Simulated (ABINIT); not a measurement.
Ge: single point with PBE

Crystal: Ge.

```xyz
2
Lattice="0.0000 2.8289 2.8289 2.8289 0.0000 2.8289 2.8289 2.8289 0.0000" Properties=species:S:1:pos:R:3 pbc="T T T"
Ge    4.2434    4.2434    4.2434
Ge    2.8289    2.8289    2.8289
```

| Quantity | Value |
| --- | --- |
| Program | ABINIT 10.8.3 (patched build) |
| Task | single point |
| Functional | PBE |
| Potentials or basis | JTH PAW PBE v2.0 |
| Cutoff | 544 eV |
| k mesh | 3 × 3 × 3 |
| Occupations | fermi-dirac, width 0.05 eV |
| Spin | no spin polarisation |
| Fine-grid cutoff | 1088.46 eV |
| Exchange and correlation inside the PAW spheres | full angular mesh (pawxcdev 0, this build's default; the released program takes 1) |

- Band gap on the k mesh: none (metal or under the smearing width)
- Valence electrons inside the program's atomic spheres: Ge 12.42, 12.41 (radii [1.2196] Å)

Levels at points of the mesh, in eV from the Fermi level:
| k point | band 11 | band 12 | band 13 | band 14 | band 15 | band 16 | band 17 | band 18 |
| --- | --- | --- | --- | --- | --- | --- | --- | --- |
| (0.00, 0.00, 0.00) | -12.86 | -0.06 | -0.06 | -0.06 | -0.04 | 2.45 | 2.45 | 2.45 |

It took 6.1 s on 1 thread of Arm Neoverse V1, with other jobs on the host, peak memory 0.1 GiB.

Caveat: the k mesh is coarse (spacing up to 0.64 Å⁻¹), so the values aren't converged; this crystal is a semiconductor, whose small gap the functional closes, so the metal is an error of the method.
